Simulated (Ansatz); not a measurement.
An Ansatz input:

```yaml
crystal:
  lattice:
    - [0.0, 2.6062140319, 2.6062140319]
    - [2.6062140319, 0.0, 2.6062140319]
    - [2.6062140319, 2.6062140319, 0.0]
  atoms:
    - { symbol: Tl, position: [0.0, 0.0, 0.0] }
hamiltonian:
  xc: blyp
  pseudopotentials:
    kind: paw
    azcp:
      Tl: "pseudopotentials/Tl.paw.azcp"
basis:
  ecutwfc: 420
  fft_grid_basis: typed
kpoints:
  mp_grid: { grid: [12, 12, 12], shift: [0, 0, 0] }
magnetization:
  spin_polarized: false
scf:
  occupations: { method: fermi_dirac, width: 0.1 }
  lower_state_search: "off"
output:
  stress: true
```

and its output:

```
Engine: ansatz 0.2.0, x86_64-unknown-linux-gnu
Pseudopotentials: kind: paw
Pseudopotential: Tl, paw, valence charge 13, recommended cutoff 420 eV (normal) 
Functional definition: BLYP
  parameter beta = 0.0042
  parameter a = 0.04918
  parameter b = 0.132
  parameter c = 0.2533
  parameter d = 0.349
  exchange = b88_x(beta = beta)
  correlation = lyp_c(a = a, b = b, c = c, d = d)
Crystal: 1 atoms, lattice volume = 35.405 Å³
Basis set: ecut = 420 eV, 701 PW (Γ), exchange–correlation on 50×50×50 points (8 copies of the dense FFT grid, shifted against one another)
Bands: 11, of which v1, the nominal top of the filled ones, is band 7 counted from 1 (6 counted from 0)
Symmetry: 48 space group operations
Space group: Fm-3m (ITA 225), of the structure as read, at distance tolerance 3.3e-5 Å
k-points: 72 of 1728
Non-local potential: Tl, projectors of the file, l = 0: 2, l = 1: 2, l = 2: 2, l = 3: 1
PAW form: soft (Blöchl's): semilocal exchange-correlation on the pseudo side does not see the compensation charge
PAW frozen core: Tl, regenerated for the run's functional, and the local potential with it (the file was generated under x = pbe(κ = 0.804, μ = 0.2195149727645171), c = pbe(β = 0.06672455060314922))
PAW one-centre angular grid: Tl, 590 points (default); XC on 64 Gauss nodes
Initial density: superposition of atomic densities (neutral atoms: chi_scale 0, normalization atom), corrected by the library's trained network
Initial wavefunctions: pseudopotential atomic-orbital guess
Functional: x = b88, c = lyp
SCF iter   1: F=—  HF=-11472.036212 eV  |F-HF|=—  |Δ(HF+E_count)|=         —  Δρ=4.90e-3  dr2=5.86e-3  ethr=1.77e-3  ⟨swp⟩=5.6  Hψ=5034  notcnv=0
SCF iter   2: F=—  HF=-11472.035873 eV  |F-HF|=—  |Δ(HF+E_count)|=   3.40e-4  Δρ=2.55e-3  dr2=1.88e-3  ethr=4.51e-5  ⟨swp⟩=1.6  Hψ=1558  notcnv=0
SCF iter   3: F=—  HF=-11472.036636 eV  |F-HF|=—  |Δ(HF+E_count)|=   7.64e-4  Δρ=4.49e-4  dr2=7.00e-5  ethr=1.44e-5  ⟨swp⟩=2.2  Hψ=875  notcnv=0
SCF iter   4: F=—  HF=-11472.036688 eV  |F-HF|=—  |Δ(HF+E_count)|=   5.18e-5  Δρ=4.06e-5  dr2=7.21e-7  ethr=5.39e-7  ⟨swp⟩=2.0  Hψ=888  notcnv=0
iter 5 did not close the SCF: its close was put off for the readings that it lacked (scf_convergence_deferred on its scf_iter line)
SCF iter   5: F=-11472.036688 eV  HF=-11472.036688 eV  |F-HF|=5.53e-8  |Δ(HF+E_count)|=   6.00e-9  Δρ=2.15e-5  dr2=9.36e-8  ethr=5.55e-9  ⟨swp⟩=2.1  Hψ=1224  notcnv=0
SCF iter   6: F=-11472.036688 eV  HF=-11472.036688 eV  |F-HF|=3.17e-9  |Δ(HF+E_count)|=   8.40e-8  Δρ=4.47e-6  dr2=8.36e-9  ethr=7.20e-10  ⟨swp⟩=2.7  Hψ=2852  notcnv=0
SCF 1 converged in 6 iterations: F = -11472.036688 eV  dr2 = 8.36e-9
SCF converged after 6 iterations
Free energy (F): -11472.036688 eV
Harris-Foulkes:  -11472.036688 eV  (|F-HF|=3.17e-9)
Internal energy: -11472.011318 eV  (E = F + TS)
E sigma→0 (E₀):  -11472.024003 eV
Entropy (-TS):   -0.025371 eV (-25.371 meV/atom)
Fermi energy:    8.107125 eV
--- Per-component energies (eV) ---
  E_band       = -20.504638
  E_kinetic    = 331.987200
  E_local      = -995.522620  (includes V_loc(G=0)·N_el)
  E_nonlocal   = 315.495611
  E_hartree    = 367.754961
  E_xc         = -227.623956
  E_vxc        = -138.500678  (∫ρ·V_xc dr)
  E_paw        = -10193.684547  (= ΣΔE_a)
  E_vpaw       = -269.476499  (= ΣTr[D̂ρ^β])
  E_aug_tail   = 0.000030  (compensation charges beyond the density's cutoff)
  E_ewald      = -1070.273346
  E_core_change = -0.144651  (= ΣΔE_core)
  E_smearing   = -0.025371  (= −TS)
  E_closure    = -0.000000  (closes the sum)
  Σ components = -11472.036688   (vs F -11472.036688, Δ=0.00e0)
--- Stress (GPa, compression-positive) ---
       -0.026248      -0.000000      -0.000000
       -0.000000      -0.026248       0.000000
       -0.000000      -0.000000      -0.026248
  P = ⅓ Tr σ = -0.0262 GPa (-0.262 kbar)
```
